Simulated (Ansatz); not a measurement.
**A strain series on NaH (zincblende): epitaxial in the plane normal to [111]**

NaH in the zincblende structure, relaxed with r2SCAN in the PAW code Ansatz, then strained (epitaxial in the plane normal to [111]; changes of length per length, axes as in the cell below) with the atoms relaxed again within the symmetry that is left. It is cubic, F-43m (No. 216); a = 5.194 Å in the conventional setting, 17.51 Å³ an atom. Na is surrounded by 4 H at 2.25 Å; H is surrounded by 4 Na at 2.25 Å. The calculation is spin-unpolarised, and the structure need not be a phase that has been made.

```
CELL_PARAMETERS angstrom
0.00000 2.59692 2.59692
2.59692 0.00000 2.59692
2.59692 2.59692 0.00000
ATOMIC_POSITIONS crystal
Na 0.00000 0.00000 0.00000
H 0.25000 0.25000 0.25000
```

Gaps are the least over each mesh (PBE 8×8×8, r2SCAN 8×8×8, HSE06 6×6×6 when unstrained) and the special points, which keep their unstrained names; stress is the change from the unstrained cell, compression positive.

```csv
strain (%),free normal strain (%),"gap, PBE (eV)","gap, r2SCAN (eV)","gap, HSE06 (eV)","edges, HSE06","in-plane stress, r2SCAN (GPa)","energy rise, r2SCAN (meV/atom)"
-5.0,+2.28,3.307,3.758,4.329,W → L,+2.37,12.1
-4.88,+2.41,3.291,3.740,4.310,"(0.229, -1/2, -0.234) → L",+2.24,11.5
-3.24,+1.53,3.418,3.862,4.432,W → L,+1.45,4.9
-2.87,+1.44,3.432,3.875,4.444,"(0.240, -1/2, -0.240) → L",+1.25,3.8
0.0,0.00,3.613,4.049,4.616,W → L,0.00,0.0
+4.82,-2.40,3.439,3.871,4.420,W → L,-1.70,9.5
```

Between zero and the nearest strains the slope of the HSE06 gap against strain is +0.060 eV per percent for negative and -0.041 for positive strain; it falls either way, as happens when edge states split or other valleys take over.

Where an edge lies off the special points, it is a point of the mesh or the k point where a search put PBE's edge or least direct gap, reused for the other functionals, whose own edges may lie a little apart.

Coordinates of k points refer to the reciprocal vectors of the primitive cell of the runs.

The meshes of the hybrids are coarse, so their gaps aren't converged to the digits shown.
